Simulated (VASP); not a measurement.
# KI (Fm-3m) in VASP: a series of runs, part 2 of 2

VASP 6.6.1. Earlier steps stand in the parts before.

## 4. Electric field gradients, PBE (45.10 Å³/atom)

This run uses another cell than the first one, of 45.10 Å³/atom.

Input file INCAR:

```
  ALGO = Normal
  EDIFF = 1E-8
  ENCUT = 520
  GGA = PE
  ISIF = 2
  ISMEAR = -1
  LASPH = T
  LCHARG = F
  LEFG = T
  LREAL = F
  LWAVE = F
  NBANDS = 15
  NELM = 100
  PREC = Accurate
  SIGMA = 0.01
```

Input file KPOINTS:

```
k-points
0
Gamma
  8 8 8
```

Input file POSCAR:

```
KI
1.0
    0.0000000000      3.5594488043      3.5594488043
    3.5594488043      0.0000000000      3.5594488043
    3.5594488043      3.5594488043      0.0000000000
K I
1 1
Direct
    0.0000000000      0.0000000000      0.0000000000
    0.5000000000      0.5000000000      0.5000000000
```

Potentials or basis: VASP PAW PBE potentials, release 64 (K_sv, I).

The run is started by

```sh
$ cat potpaw_PBE.64/K_sv/POTCAR potpaw_PBE.64/I/POTCAR > POTCAR
$ mpirun -np 1 vasp_std > vasp.out
```

OUTCAR:

```text
EDIFF = 1E-8
   ENCUT = 520
   GGA = PE
   ISIF = 2
   ISMEAR = -1
   LASPH = T
   LREAL = F
   NELM = 100
   PREC = Accurate

 ion  position               nearest neighbor table
   1  0.000  0.000  0.000-   2 3.56   2 3.56   2 3.56   2 3.56   2 3.56   2 3.56
   2  0.500  0.500  0.500-   1 3.56   1 3.56   1 3.56   1 3.56   1 3.56   1 3.56

  LATTYP: Found a face centered cubic cell.
 ALAT       =     7.1188976086

  Lattice vectors:

 A1 = (   0.0000000000,   3.5594488043,   3.5594488043)
 A2 = (   3.5594488043,   0.0000000000,   3.5594488043)
 A3 = (   3.5594488043,   3.5594488043,   0.0000000000)

Analysis of symmetry for initial positions (statically):
=====================================================================
 Subroutine PRICEL returns:
 Original cell was already a primitive cell.

 Routine SETGRP: Setting up the symmetry group for a
 face centered cubic supercell.

 Subroutine GETGRP returns: Found 48 space group operations
[... 619 lines left out ...]
  volume of cell :       90.19
      direct lattice vectors                 reciprocal lattice vectors
     0.000000000  3.559448804  3.559448804    -0.140471187  0.140471187  0.140471187
     3.559448804  0.000000000  3.559448804     0.140471187 -0.140471187  0.140471187
     3.559448804  3.559448804  0.000000000     0.140471187  0.140471187 -0.140471187

 POSITION                                       TOTAL-FORCE (eV/Angst)
 -----------------------------------------------------------------------------------
      0.00000      0.00000      0.00000         0.000000     -0.000000     -0.000000
      3.55945      3.55945      3.55945        -0.000000      0.000000      0.000000
 -----------------------------------------------------------------------------------
    total drift:                                0.000000     -0.000000     -0.000000

  FREE ENERGIE OF THE ION-ELECTRON SYSTEM (eV)
  ---------------------------------------------------
  free  energy   TOTEN  =        -5.5624030105 eV

  energy  without entropy=       -5.5624030105  energy(sigma->0) =       -5.56240301

 Electric field gradients (V/A^2)
---------------------------------------------------------------------
 ion       V_xx      V_yy      V_zz      V_xy      V_xz      V_yz
---------------------------------------------------------------------
   1      -0.000     0.000     0.000    -0.000    -0.000    -0.000
   2       0.000    -0.000    -0.000    -0.000    -0.000    -0.000
---------------------------------------------------------------------

 Electric field gradients after diagonalization (V/A^2)
 (convention: |V_zz| > |V_xx| > |V_yy|)
----------------------------------------------------------------------
 ion       V_xx      V_yy      V_zz     asymmetry (V_yy - V_xx)/ V_zz
----------------------------------------------------------------------
   1       0.000     0.000    -0.001       0.000
   2       0.000     0.000    -0.000       0.000
----------------------------------------------------------------------

           NMR quadrupolar parameters

 Cq : quadrupolar parameter    Cq=e*Q*V_zz/h
 eta: asymmetry parameters     (V_yy - V_xx)/ V_zz
 Q  : nuclear electric quadrupole moment in mb (millibarn)
----------------------------------------------------------------------
 ion       Cq(MHz)       eta       Q (mb)
----------------------------------------------------------------------
   1      -0.000       0.000       1.000
   2      -0.000       0.000       1.000
----------------------------------------------------------------------
```

OSZICAR:

```text
N       E                     dE             d eps       ncg     rms          rms(c)
DAV:   1     0.915641053045E+02    0.91564E+02   -0.62755E+03   870   0.890E+02
DAV:   2     0.143780859904E+00   -0.91420E+02   -0.85303E+02  1117   0.215E+02
DAV:   3    -0.536491117220E+01   -0.55087E+01   -0.54860E+01  1209   0.461E+01
DAV:   4    -0.564525316215E+01   -0.28034E+00   -0.28029E+00  1455   0.887E+00
DAV:   5    -0.564708901497E+01   -0.18359E-02   -0.18358E-02  1187   0.781E-01    0.293E+00
DAV:   6    -0.556082797002E+01    0.86261E-01   -0.97072E-02  1143   0.178E+00    0.209E+00
DAV:   7    -0.555623084727E+01    0.45971E-02   -0.11465E-01  1192   0.168E+00    0.783E-01
DAV:   8    -0.556175248593E+01   -0.55216E-02   -0.12097E-02   976   0.707E-01    0.128E-01
DAV:   9    -0.556224242898E+01   -0.48994E-03   -0.99490E-04  1213   0.181E-01    0.783E-02
DAV:  10    -0.556235061474E+01   -0.10819E-03   -0.11623E-04  1112   0.581E-02    0.221E-02
DAV:  11    -0.556240277957E+01   -0.52165E-04   -0.65643E-05   996   0.476E-02    0.181E-02
DAV:  12    -0.556240263829E+01    0.14128E-06   -0.25833E-06  1213   0.125E-02    0.107E-02
DAV:  13    -0.556240283874E+01   -0.20045E-06   -0.71342E-07  1045   0.448E-03    0.299E-03
DAV:  14    -0.556240302688E+01   -0.18814E-06   -0.27696E-07  1143   0.261E-03    0.159E-03
DAV:  15    -0.556240298113E+01    0.45756E-07   -0.12321E-08   981   0.783E-04    0.911E-04
DAV:  16    -0.556240299732E+01   -0.16193E-07   -0.30657E-09   890   0.329E-04    0.251E-04
DAV:  17    -0.556240300742E+01   -0.10102E-07   -0.57403E-10   708   0.136E-04    0.394E-05
DAV:  18    -0.556240301048E+01   -0.30609E-08   -0.86423E-11   638   0.681E-05
   1 F= -.55624030E+01 E0= -.55624030E+01  d E =-.848926E-11
```

stdout:

```text
POSCAR found type information on POSCAR K I
 POSCAR found :  2 types and       2 ions
 scaLAPACK will be used
 LDA part: xc-table for (Slater+PW92), standard interpolation
 POSCAR, INCAR and KPOINTS ok, starting setup
 FFT: planning ... GRIDC
 FFT: planning ... GRID_SOFT
 FFT: planning ... GRID
 WAVECAR not read
 entering main loop
ion   1

ion   2
```

Wall time 1.7 min (1 thread of Intel Xeon 8259CL, shared host); peak memory 0.26 GiB.

What came out:

```
Free energy                             : -5.5624 eV
Pressure                                : 0.3 GPa
Band gap on the k mesh                  : 3.91 eV
Largest electric field gradient by atom : zero within the noise of the run
```

Levels at points of the mesh, in eV from the valence-band top:
| k point | band 6 | band 7 | band 8 | band 9 | band 10 | band 11 |
| --- | --- | --- | --- | --- | --- | --- |
| (0.00, 0.00, 0.00) | 0.00 | 0.00 | 0.00 | 3.91 | 6.50 | 6.50 |
| (0.50, 0.00, 0.00) | -1.27 | -0.32 | -0.32 | 5.50 | 7.64 | 8.10 |
| (0.50, 0.50, 0.00) | -0.96 | -0.35 | -0.35 | 4.97 | 5.71 | 8.07 |

Caveat: spin-orbit coupling is left out, which moves the levels of the heavy elements.

## 5. Electric field gradients, PBE (46.41 Å³/atom)

This run uses another cell than the first one, of 46.41 Å³/atom.

Input file INCAR:

```
PREC = Accurate ; ENCUT = 520
EDIFF = 1E-8 ; ISMEAR = -1
SIGMA = 0.01 ; LREAL = F
LASPH = T ; NELM = 80
ALGO = Normal ; ISIF = 2
LWAVE = F ; LCHARG = F
GGA = PE ; LEFG = T
NBANDS = 15
```

Input file KPOINTS:

```
regular mesh
0
Gamma
  8 8 8
```

Input file POSCAR:

```
KI
1.0
    0.0000000000      3.5936763733      3.5936763733
    3.5936763733      0.0000000000      3.5936763733
    3.5936763733      3.5936763733      0.0000000000
K I
1 1
Direct
    0.0000000000      0.0000000000      0.0000000000
    0.5000000000      0.5000000000      0.5000000000
```

Potentials or basis: VASP PAW PBE potentials, release 64 (K_sv, I).

The run is started by

```sh
$ cat potpaw_PBE.64/K_sv/POTCAR potpaw_PBE.64/I/POTCAR > POTCAR
$ mpirun -np 1 vasp_std > vasp.out
```

OUTCAR:

```text
PREC = Accurate
   ENCUT = 520
   EDIFF = 1E-8
   ISMEAR = -1
   LREAL = F
   LASPH = T
   NELM = 80
   ISIF = 2
   GGA = PE

 ion  position               nearest neighbor table
   1  0.000  0.000  0.000-   2 3.59   2 3.59   2 3.59   2 3.59   2 3.59   2 3.59
   2  0.500  0.500  0.500-   1 3.59   1 3.59   1 3.59   1 3.59   1 3.59   1 3.59

  LATTYP: Found a face centered cubic cell.
 ALAT       =     7.1873527466

  Lattice vectors:

 A1 = (   0.0000000000,   3.5936763733,   3.5936763733)
 A2 = (   3.5936763733,   0.0000000000,   3.5936763733)
 A3 = (   3.5936763733,   3.5936763733,   0.0000000000)

Analysis of symmetry for initial positions (statically):
=====================================================================
 Subroutine PRICEL returns:
 Original cell was already a primitive cell.

 Routine SETGRP: Setting up the symmetry group for a
 face centered cubic supercell.

 Subroutine GETGRP returns: Found 48 space group operations
 (whereof 48 operations were pure point group operations)
 out of a pool of 48 trial point group operations.

The static configuration has the point symmetry O_h .

Analysis of symmetry for dynamics (positions and initial velocities):
=====================================================================
 Subroutine PRICEL returns:
 Original cell was already a primitive cell.

 Routine SETGRP: Setting up the symmetry group for a
 face centered cubic supercell.

 Subroutine GETGRP returns: Found 48 space group operations
 (whereof 48 operations were pure point group operations)
 out of a pool of 48 trial point group operations.

The dynamic configuration has the point symmetry O_h .

 Subroutine INISYM returns: Found 48 space group operations
 (whereof 48 operations are pure point group operations),
 and found     1 'primitive' translations

----------------------------------------------------------------------------------------

                                     Primitive cell

  volume of cell :      92.8211

  direct lattice vectors                    reciprocal lattice vectors
     0.000000000  3.593676373  3.593676373    -0.139133285  0.139133285  0.139133285
     3.593676373  0.000000000  3.593676373     0.139133285 -0.139133285  0.139133285
     3.593676373  3.593676373  0.000000000     0.139133285  0.139133285 -0.139133285

  length of vectors
     5.082225866  5.082225866  5.082225866     0.240985919  0.240985919  0.240985919

  position of ions in fractional coordinates (direct lattice)
     0.000000000  0.000000000  0.000000000
     0.500000000  0.500000000  0.500000000

  ion indices of the primitive-cell ions
   primitive index   ion index
                 1           1
                 2           2

----------------------------------------------------------------------------------------

 KPOINTS: regular mesh

Automatic generation of k-mesh.
 Grid dimensions read from file:
 generate k-points for:    8    8    8

[... 80 lines left out ...]
   IALGO  =     38    algorithm
   IMIX   =      4    mixing-type and parameters
     AMIX     =   0.40;   BMIX     =  1.00
     AMIX_MAG =   1.60;   BMIX_MAG =  1.00
  volume/ion in A,a.u.               =      46.41       313.19
  Fermi-wavevector in a.u.,A,eV,Ry     =   0.911100  1.721729 11.294230  0.830103
  Thomas-Fermi vector in A             =   2.035339
   LORBIT       =      0    0 simple, 1 ext, 2 COOP (PROOUT), +10 PAW based schemes
   GGA     = PE    functional components
   LHFCALC =     F    Hartree Fock is set to
   AEXX    =    0.0000 exact exchange contribution
   IVDW    =     0    specifies the selected vdW correction
   LEPSILON=     F    determine dielectric tensor
   LRPA    =     F    only Hartree local field effects (RPA)
 non-spin polarized calculation
  energy-cutoff  :      520.00
  volume of cell :       92.82
 maximum number of plane-waves:      2541
 NGX is ok and might be reduce to    40
   NGX = 19   NGY = 19   NGZ = 19

 number of electron      16.0000001 magnetization

 Free energy of the ion-electron system (eV)
  ---------------------------------------------------
  ext. energy  EPLUGINS =         0.00000000
  ---------------------------------------------------
  free energy    TOTEN  =        -5.56517383 eV

  energy without entropy =       -5.56517383  energy(sigma->0) =       -5.56517383

 E-fermi :  -0.4413     XC(G=0):  -6.9790

 val. band max:       -0.6717189305   @ k =   0.0000   0.0000   0.0000
 cond. band min:       3.1757541525   @ k =   0.0000   0.0000   0.0000
 fundamental gap:      3.8474730830
 Fermi energy:        -0.4412976438

 k-point     1 :       0.0000    0.0000    0.0000
  band No.  band energies     occupation
      1     -29.2679      2.00000
      2     -12.7493      2.00000
      3     -12.7493      2.00000
      4     -12.7493      2.00000
      5     -11.1008      2.00000
      6      -0.6717      2.00000
      7      -0.6717      2.00000
      8      -0.6717      2.00000
      9       3.1758      0.00000
     10       5.8405      0.00000
     11       5.8405      0.00000
     12       5.8405      0.00000
     13       6.5241      0.00000
     14       6.5241      0.00000
[... 401 lines left out ...]
      2     -12.8284      2.00000
      3     -12.7630      2.00000
      4     -12.7563      2.00000
      5     -10.9088      2.00000
      6      -1.6830      2.00000
      7      -1.1646      2.00000
      8      -1.0177      2.00000
      9       5.3064      0.00000
     10       6.1316      0.00000
     11       6.5157      0.00000
     12       7.4912      0.00000
     13       7.8759      0.00000
     14       8.1736      0.00000
     15       8.9505      0.00000

 [... further k-points ...]

------------------------ aborting loop because EDIFF is reached ----------------------------------------

  FORCE on cell =-STRESS in cart. coord.  units (eV):
  Direction    XX          YY          ZZ          XY          YZ          ZX
  --------------------------------------------------------------------------------------
  -------------------------------------------------------------------------------------
  Total       -0.0016664     -0.0016664     -0.0016664     -0.0000000     -0.0000000      0.0000000
  in kB       -0.0287634     -0.0287634     -0.0287634     -0.0000000     -0.0000000      0.0000000
  external PRESSURE =      -0.0287634 kB  Pullay stress =       0.0000000 kB

 VOLUME and BASIS-vectors are now :
 -----------------------------------------------------------------------------
  energy-cutoff  :      520.00
  volume of cell :       92.82
      direct lattice vectors                 reciprocal lattice vectors
     0.000000000  3.593676373  3.593676373    -0.139133285  0.139133285  0.139133285
     3.593676373  0.000000000  3.593676373     0.139133285 -0.139133285  0.139133285
     3.593676373  3.593676373  0.000000000     0.139133285  0.139133285 -0.139133285

 POSITION                                       TOTAL-FORCE (eV/Angst)
 -----------------------------------------------------------------------------------
      0.00000      0.00000      0.00000        -0.000000     -0.000000     -0.000000
      3.59368      3.59368      3.59368         0.000000      0.000000      0.000000
 -----------------------------------------------------------------------------------
    total drift:                                0.000000     -0.000000     -0.000000

  FREE ENERGIE OF THE ION-ELECTRON SYSTEM (eV)
  ---------------------------------------------------
  free  energy   TOTEN  =        -5.5651738293 eV

  energy  without entropy=       -5.5651738293  energy(sigma->0) =       -5.56517383

 Electric field gradients (V/A^2)
---------------------------------------------------------------------
 ion       V_xx      V_yy      V_zz      V_xy      V_xz      V_yz
---------------------------------------------------------------------
   1      -0.000    -0.000     0.000    -0.000    -0.000    -0.000
   2       0.000    -0.000     0.000    -0.000    -0.000    -0.000
---------------------------------------------------------------------

 Electric field gradients after diagonalization (V/A^2)
 (convention: |V_zz| > |V_xx| > |V_yy|)
----------------------------------------------------------------------
 ion       V_xx      V_yy      V_zz     asymmetry (V_yy - V_xx)/ V_zz
----------------------------------------------------------------------
   1       0.000     0.000    -0.001       0.000
   2       0.000     0.000    -0.001       0.000
----------------------------------------------------------------------

           NMR quadrupolar parameters

 Cq : quadrupolar parameter    Cq=e*Q*V_zz/h
 eta: asymmetry parameters     (V_yy - V_xx)/ V_zz
 Q  : nuclear electric quadrupole moment in mb (millibarn)
----------------------------------------------------------------------
 ion       Cq(MHz)       eta       Q (mb)
----------------------------------------------------------------------
   1      -0.000       0.000       1.000
   2      -0.000       0.000       1.000
----------------------------------------------------------------------
```

OSZICAR:

```text
N       E                     dE             d eps       ncg     rms          rms(c)
DAV:   1     0.881591009179E+02    0.88159E+02   -0.64221E+03   870   0.901E+02
DAV:   2    -0.787615543272E-01   -0.88238E+02   -0.81815E+02  1122   0.210E+02
DAV:   3    -0.538208590527E+01   -0.53033E+01   -0.52768E+01  1209   0.451E+01
DAV:   4    -0.565411428857E+01   -0.27203E+00   -0.27196E+00  1460   0.886E+00
DAV:   5    -0.565548697917E+01   -0.13727E-02   -0.13727E-02  1215   0.657E-01    0.278E+00
DAV:   6    -0.556420272763E+01    0.91284E-01   -0.10239E-01  1136   0.177E+00    0.200E+00
DAV:   7    -0.555847656843E+01    0.57262E-02   -0.11524E-01  1178   0.165E+00    0.781E-01
DAV:   8    -0.556449332372E+01   -0.60168E-02   -0.12026E-02   969   0.696E-01    0.128E-01
DAV:   9    -0.556502692001E+01   -0.53360E-03   -0.11172E-03  1234   0.186E-01    0.790E-02
DAV:  10    -0.556512018102E+01   -0.93261E-04   -0.11811E-04  1098   0.577E-02    0.226E-02
DAV:  11    -0.556517344643E+01   -0.53265E-04   -0.66915E-05  1010   0.480E-02    0.177E-02
DAV:  12    -0.556517339357E+01    0.52862E-07   -0.24446E-06  1185   0.120E-02    0.112E-02
DAV:  13    -0.556517364354E+01   -0.24997E-06   -0.89184E-07  1024   0.509E-03    0.259E-03
DAV:  14    -0.556517382281E+01   -0.17927E-06   -0.27970E-07  1115   0.264E-03    0.188E-03
DAV:  15    -0.556517380261E+01    0.20200E-07   -0.10023E-08   999   0.689E-04    0.110E-03
DAV:  16    -0.556517381707E+01   -0.14468E-07   -0.38119E-09   848   0.329E-04    0.291E-04
DAV:  17    -0.556517382828E+01   -0.11207E-07   -0.61300E-10   701   0.146E-04    0.368E-05
DAV:  18    -0.556517382935E+01   -0.10643E-08   -0.96451E-11   638   0.671E-05
   1 F= -.55651738E+01 E0= -.55651738E+01  d E =-.297254E-12
```

It took 92 s on 1 thread of Intel Xeon 8259CL, shared host; peak memory 0.26 GiB.

What came out:

* Free energy: -5.5652 eV
* Pressure: 0.0 GPa
* Band gap on the k mesh: 3.85 eV
* Largest electric field gradient by atom: zero within the noise of the run

Caveat: spin-orbit coupling is left out, which moves the levels of the heavy elements. A k mesh can miss the band edges.

## 6. The runs side by side

| cell | gap on the mesh (eV) | pressure (GPa) |
| --- | --- | --- |
| a = 4.984 Å, angles 60.0°, 2 atoms | 3.98 | 0.7 |
| a = 5.034 Å, angles 60.0°, 2 atoms | 3.91 | 0.3 |
| a = 5.082 Å, angles 60.0°, 2 atoms | 3.85 | 0.0 |

Alike in all rows: task electric field gradients; level PBE; potentials or basis VASP PAW PBE potentials, release 64 (K_sv, I); no spin polarisation; k mesh 8 × 8 × 8; cutoff (eV) 520; smearing fermi-dirac 0.01 eV.

Caveats: spin-orbit coupling is left out, which moves the levels of the heavy elements.

Total energies depend on the potentials used, so only differences within one code and one set of settings carry meaning.

## 7. Against experiment

Step 2. A measured gap of KI is 6.32 eV (a printed reference work, monograph); the calculated 3.98 eV misses it by -2.34 eV. Spin-orbit coupling on I is left out. The value is that of PBE on a finite k mesh, which can miss the band edges, without temperature or zero-point motion. Semilocal functionals fall short of measured gaps as a rule.

Step 3. Against the measured gap of KI, 6.32 eV (a printed reference work, monograph), the calculated 3.98 eV is off by -2.34 eV. Spin-orbit coupling on I is left out. The value is that of PBE on a finite k mesh, which can miss the band edges, without temperature or zero-point motion. Semilocal functionals fall short of measured gaps as a rule.
